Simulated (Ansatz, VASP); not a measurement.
# GaN: VASP beside Ansatz

INCAR

```
SYSTEM = GaN
ALGO     = Normal         ! electronic algorithm
EDIFF    = 1E-6           ! SCF threshold, eV
ENCUT    = 520            ! plane-wave cutoff, eV
GGA      = PE             ! functional
ISIF     = 2              ! what is computed and relaxed
ISMEAR   = -1             ! smearing method
LASPH    = .True.         ! aspherical terms in the spheres
LCHARG   = .False.        ! write CHGCAR
LREAL    = .False.        ! projectors in reciprocal space
LWAVE    = .False.        ! write WAVECAR
NBANDS   = 26             ! bands
NELM     = 100            ! most SCF steps
PREC     = Accurate       ! precision mode
SIGMA    = 0.1            ! smearing width, eV
```

The input KPOINTS:

```
k-points
0
Gamma
  13 13 7
  0 0 0
```

File POSCAR:

```
GaN
1.0
    2.7886934191      0.0000000000      0.0000000000
   -1.3943467096      2.4150793443      0.0000000000
    0.0000000000      0.0000000000      4.6360327262
Ga N
2 2
Direct
    0.3333333333      0.6666666667      0.0031511880
    0.6666666667      0.3333333333      0.5031511880
    0.3333333333      0.6666666667      0.3728488120
    0.6666666667      0.3333333333      0.8728488120
```

Input for Ansatz:

```yaml
crystal:
  lattice:
    - [2.7886934191, 0.0, 0.0]
    - [-1.3943467096, 2.4150793443, 0.0]
    - [0.0, 0.0, 4.6360327262]
  atoms:
    - { symbol: Ga, position: [0.3333333333, 0.6666666667, 0.003151188] }
    - { symbol: Ga, position: [0.6666666667, 0.3333333333, 0.503151188] }
    - { symbol: "N", position: [0.3333333333, 0.6666666667, 0.372848812] }
    - { symbol: "N", position: [0.6666666667, 0.3333333333, 0.872848812] }
kpoints:
  mp_grid: { grid: [13, 13, 7] }
scf:
  occupations: { method: fermi_dirac, width: 0.1 }
hamiltonian:
  xc: pbe
  pseudopotentials: { kind: all_electron, lapw: { basis_error: 0.0005 } }
output:
  forces: true
  stress: true
  eigenvalues: true
  populations: true
```

Alike in both runs: task single point; functional PBE; k mesh 13 × 13 × 7; occupations fermi-dirac, width 0.1 eV; no spin polarisation.

```csv
,VASP,Ansatz
version,VASP 6.6.1,Ansatz 0.2.0
potentials or method,"VASP PAW PBE potentials, release 64 (Ga_d, N)","all-electron LAPW, scalar-relativistic"
plane-wave cutoff (eV),520,see its input
```

|  | VASP | Ansatz | Ansatz less VASP |
| --- | --- | --- | --- |
| gap on the k mesh at the Fermi level (eV) | 4.24 | 4.25 | +0.008 |

Ansatz ran all-electron here, so the differences hold the error of VASP's frozen core and of both bases.

Caveats: an odd mesh through Γ misses points on the zone boundary, where band edges often lie. As with any semilocal functional, this PBE gap is likely too small.
